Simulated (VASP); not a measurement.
A run of VASP 6.6.1 is set up as follows.

INCAR

```
ALGO = Normal
EDIFF = 1E-7
ENCUT = 520
ISIF = 2
ISMEAR = 0
LASPH = T
LCHARG = F
LMIXTAU = T
LREAL = F
LWAVE = F
METAGGA = R2SCAN
NELM = 80
PREC = Accurate
SIGMA = 0.02
```

The input KPOINTS:

```
k-points
0
Gamma
  6 6 8
```

Contents of POSCAR:

```
SiO2
1.0
    4.1922600000      0.0000000000      0.0000000000
    0.0000000000      4.1922600000      0.0000000000
    0.0000000000      0.0000000000      2.6825200000
Si O
2 4
Direct
    0.0000000000      0.0000000000      0.0000000000
    0.5000000000      0.5000000000      0.5000000000
    0.3058400000      0.3058400000      0.0000000000
    0.1941600000      0.8058400000      0.5000000000
    0.6941600000      0.6941600000      1.0000000000
    0.8058400000      0.1941600000      0.5000000000
```

KPOINTS_OPT

```
path GXMGZRAZ,XR,MA
15
line-mode
reciprocal
 0.0000000000  0.0000000000  0.0000000000  G
 0.0000000000  0.5000000000  0.0000000000  X

 0.0000000000  0.5000000000  0.0000000000  X
 0.5000000000  0.5000000000  0.0000000000  M

 0.5000000000  0.5000000000  0.0000000000  M
 0.0000000000  0.0000000000  0.0000000000  G

 0.0000000000  0.0000000000  0.0000000000  G
 0.0000000000  0.0000000000  0.5000000000  Z

 0.0000000000  0.0000000000  0.5000000000  Z
 0.0000000000  0.5000000000  0.5000000000  R

 0.0000000000  0.5000000000  0.5000000000  R
 0.5000000000  0.5000000000  0.5000000000  A

 0.5000000000  0.5000000000  0.5000000000  A
 0.0000000000  0.0000000000  0.5000000000  Z

 0.0000000000  0.5000000000  0.0000000000  X
 0.0000000000  0.5000000000  0.5000000000  R

 0.5000000000  0.5000000000  0.0000000000  M
 0.5000000000  0.5000000000  0.5000000000  A
```

Potentials or basis: VASP PAW PBE potentials, release 64 (Si, O).

Launch:

```bash
$ cat potpaw_PBE.64/Si/POTCAR potpaw_PBE.64/O/POTCAR > POTCAR
$ mpirun -np 1 vasp_std > vasp.out
```

Task: Estimate the band gap along the path.

Result: 6.33 eV, direct.

Task: Estimate the band gap on the k mesh.

Result: 6.33 eV, direct.

Task: Predict the largest force.

Result: 0.064 eV/Å.

Task: What does it give for the pressure?

Result: -2.7 GPa.

Stress tensor (GPa, compression positive):
```
-2.34  0.00  0.00
 0.00 -2.34  0.00
 0.00  0.00 -3.52
```

Caveat: the PAW data sets were made with another functional, which shifts forces and pressure a little. r2SCAN opens gaps a little over a GGA but as a rule still falls short of measured ones.
